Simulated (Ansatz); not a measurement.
**ZrC: levels along high-symmetry lines**

```
Zr C
1.0
     0.00000    2.35021    2.35021
     2.35021    0.00000    2.35021
     2.35021    2.35021    0.00000
Zr C
1 1
Direct
  0.50000 0.50000 0.50000
  0.00000 0.00000 0.00000
```

Atom numbers follow the list: Zr1, C2.

Structure: COD 1562921, as refined from experiment and not relaxed.

Method: DFT, PBE, all-electron LAPW, Dirac equation with spin-orbit coupling (Ansatz 0.2.0).

The runs use a Γ-centred 15×15×15 k mesh, Fermi–Dirac smearing of 0.05 eV, basis error target 0.25 meV/atom, no spin polarisation.

Points in fractions of the reciprocal vectors of this cell: Γ (0, 0, 0), X (0.5, 0, 0.5), U (0.625, 0.25, 0.625), K (0.375, 0.375, 0.75), L (0.5, 0.5, 0.5), W (0.5, 0.25, 0.75). The path joins them by straight lines in the order Γ–X–U–K–Γ–L–W–X; legs that retrace an earlier one aren't tabulated. Energies are in eV from the Fermi level.

Task: Metal or insulator at this level of theory?

Result: No gap opens: metallic or semimetallic.

Task: Tabulate bands 33 to 39, counted from the lowest band of the run, along the path.

Result: 
| k (1/Å) | point | band 33 | band 34 | band 35 | band 36 | band 37 | band 38 | band 39 |
| --- | --- | --- | --- | --- | --- | --- | --- | --- |
| 0.00 | Γ | 0.96 | 0.96 | 0.96 | 0.96 | 1.08 | 1.08 | 1.08 |
| 0.27 |  | 0.07 | 0.07 | 0.13 | 0.13 | 0.70 | 0.70 | 2.35 |
| 0.53 |  | -0.36 | -0.36 | -0.29 | -0.29 | -0.16 | -0.16 | 3.32 |
| 0.80 |  | -0.99 | -0.99 | -0.37 | -0.37 | -0.27 | -0.27 | 3.81 |
| 1.07 |  | -1.56 | -1.56 | -0.14 | -0.14 | -0.03 | -0.03 | 4.27 |
| 1.34 | X | -1.75 | -1.75 | 0.01 | 0.01 | 0.12 | 0.12 | 4.46 |
| 1.43 |  | -1.81 | -1.81 | -0.07 | -0.07 | 0.13 | 0.13 | 4.63 |
| 1.53 |  | -1.97 | -1.97 | -0.36 | -0.36 | 0.27 | 0.27 | 5.09 |
| 1.62 |  | -2.14 | -2.14 | -0.75 | -0.75 | 0.56 | 0.56 | 5.37 |
| 1.71 |  | -2.21 | -2.21 | -1.17 | -1.17 | 0.97 | 0.97 | 5.15 |
| 1.81 | U | -2.28 | -2.28 | -1.56 | -1.56 | 1.51 | 1.51 | 4.89 |
| 1.97 |  | -2.32 | -2.32 | -1.85 | -1.85 | 2.05 | 2.05 | 4.46 |
| 2.14 |  | -2.37 | -2.37 | -2.09 | -2.09 | 2.86 | 2.86 | 3.72 |
| 2.30 |  | -2.37 | -2.37 | -2.09 | -2.09 | 2.86 | 2.86 | 3.72 |
| 2.46 |  | -2.32 | -2.32 | -1.85 | -1.85 | 2.05 | 2.05 | 4.46 |
| 2.63 | K | -2.28 | -2.28 | -1.56 | -1.56 | 1.51 | 1.51 | 4.89 |
| 2.91 |  | -2.41 | -2.41 | -2.34 | -2.34 | 3.58 | 3.58 | 3.89 |
| 3.20 |  | -2.52 | -2.52 | -2.09 | -2.09 | 2.81 | 2.81 | 3.98 |
| 3.48 |  | -1.85 | -1.85 | -1.36 | -1.36 | 1.90 | 1.90 | 3.05 |
| 3.76 |  | -0.46 | -0.46 | -0.24 | -0.24 | 1.31 | 1.31 | 2.03 |
| 4.05 | Γ | 0.96 | 0.96 | 0.96 | 0.96 | 1.08 | 1.08 | 1.08 |
| 4.28 |  | -0.07 | -0.07 | -0.07 | -0.07 | 1.47 | 1.47 | 1.47 |
| 4.51 |  | -1.26 | -1.26 | -1.25 | -1.25 | 2.12 | 2.12 | 2.12 |
| 4.74 |  | -2.18 | -2.18 | -2.16 | -2.16 | 3.06 | 3.06 | 3.07 |
| 4.97 |  | -2.75 | -2.75 | -2.73 | -2.73 | 4.04 | 4.04 | 4.04 |
| 5.20 | L | -2.94 | -2.94 | -2.92 | -2.92 | 4.50 | 4.50 | 4.51 |
| 5.39 |  | -2.84 | -2.84 | -2.81 | -2.81 | 4.10 | 4.10 | 4.46 |
| 5.58 |  | -2.62 | -2.62 | -2.55 | -2.55 | 3.56 | 3.56 | 4.09 |
| 5.77 |  | -2.44 | -2.44 | -2.24 | -2.24 | 3.29 | 3.29 | 3.56 |
| 5.96 |  | -2.37 | -2.37 | -2.13 | -2.13 | 3.26 | 3.26 | 3.30 |
| 6.15 | W | -2.41 | -2.41 | -2.26 | -2.26 | 3.28 | 3.28 | 3.30 |
| 6.28 |  | -2.37 | -2.37 | -2.23 | -2.23 | 2.42 | 2.42 | 4.12 |
| 6.42 |  | -2.16 | -2.16 | -1.84 | -1.84 | 1.58 | 1.58 | 4.81 |
| 6.55 |  | -2.02 | -2.02 | -1.05 | -1.05 | 0.84 | 0.84 | 5.30 |
| 6.68 |  | -1.85 | -1.85 | -0.29 | -0.29 | 0.29 | 0.29 | 4.77 |
| 6.82 | X | -1.75 | -1.75 | 0.01 | 0.01 | 0.12 | 0.12 | 4.46 |
